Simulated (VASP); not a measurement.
Given:

```
CELL_PARAMETERS angstrom
      2.71731     0.00000     0.00000
     -1.35866     2.35326     0.00000
      0.00000     0.00000     8.89578
ATOMIC_POSITIONS crystal
  Be 0.00000 0.00000 0.00000
  Be 0.00000 0.00000 0.50000
  Be 0.66667 0.33333 0.75018
  Be 0.33333 0.66667 0.25018
  O  0.00000 0.00000 0.81216
  O  0.00000 0.00000 0.31216
  O  0.66667 0.33333 0.56329
  O  0.33333 0.66667 0.06329
```

These are PBE GGA, VASP's PBE PAW potentials (set 64) (plane waves; VASP 6.6.1) values and carry that method's errors. Settings: 400 eV cut-off, 14×14×4 Γ-centred mesh, Gaussian smearing of 0.20 eV, potentials Be O.

At this cut-off the stress carries a Pulay error, which pulls relaxed volumes low.

### Question
Which forces act on the atoms, in eV/Å?

### Answer

```csv
atom,Fx,Fy,Fz
Be1,0.000,0.000,0.154
Be2,0.000,0.000,0.154
Be3,0.000,0.000,-0.047
Be4,0.000,0.000,-0.047
O5,0.000,0.000,0.114
O6,0.000,0.000,0.114
O7,0.000,0.000,-0.220
O8,0.000,0.000,-0.220
```

### Question
Give the stress tensor in GPa (positive for a compressed cell).

### Answer

```
 -8.46    0.00    0.00
  0.00   -8.46    0.00
  0.00    0.00  -10.07
```
The pressure is its mean diagonal, -9.00 GPa.

The structure was generated: BeO was put into an ordered model structure, which need not be its known phase. The cell was not relaxed at this level.
